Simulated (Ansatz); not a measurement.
# TaS2: the cost of one run

Computed with Ansatz 0.2.0 (DFT PBEsol, scalar-relativistic, plane waves, PAW, unless a step's input says otherwise).

## (1) The structure to begin with

The structure is trigonal, space group P-3m1 (No. 164). Conventional cell: a = 3.350 Å, b = 3.350 Å, c = 5.860 Å, α = 90.00°, β = 90.00°, γ = 120.00°. Ta (site symmetry -3m) is surrounded by 6 S at 2.43 Å. S (site symmetry 3m) has 3 Ta at 2.43 Å as nearest neighbours.

Coordinates:

```cif
data_structure
_symmetry_space_group_name_H-M 'P 1'
_symmetry_Int_Tables_number 1
_cell_length_a 3.3500
_cell_length_b 3.3500
_cell_length_c 5.8600
_cell_angle_alpha 90.000
_cell_angle_beta 90.000
_cell_angle_gamma 120.000
_cell_volume 56.95
loop_
_atom_site_label
_atom_site_type_symbol
_atom_site_fract_x
_atom_site_fract_y
_atom_site_fract_z
_atom_site_occupancy
Ta1 Ta 0.00000 0.00000 0.00000 1
S1 S 0.33333 0.66667 0.25000 1
S2 S 0.66667 0.33333 0.75000 1
```

The structure comes from the Crystallography Open Database.

(A quick probe on a coarse mesh, which set the mesh and smearing, is not shown.)

## (3) Rough relaxation on the coarse mesh

The input, input.yaml:

```yaml
crystal:
  lattice:
    - [3.3500021206, 0.0, 0.0]
    - [-1.6750010603, 2.9011869392, 0.0]
    - [0.0, 0.0, 5.86]
  atoms:
    - { symbol: Ta, position: [0.0, 0.0, 0.0] }
    - { symbol: S, position: [0.3333333333, 0.6666666667, 0.25] }
    - { symbol: S, position: [0.6666666667, 0.3333333333, 0.75] }
basis:
  ecutwfc: 420
kpoints:
  mp_grid: { grid: [9, 9, 4] }
hamiltonian:
  xc: pbesol
scf:
  occupations: { method: gaussian, width: 0.1 }
output:
  forces: true
  stress: true
  eigenvalues: true
relax:
  adjacent_minimum: "off"
  f_tol: 0.05
  max_steps: 80
  cell: { stress_tol: 0.5 }
```

**Question.** How long does this run take on 1 thread of an x86-64 CPU, shared host, and how much memory does it need?

About 14 s, with a peak of 0.41 GiB.
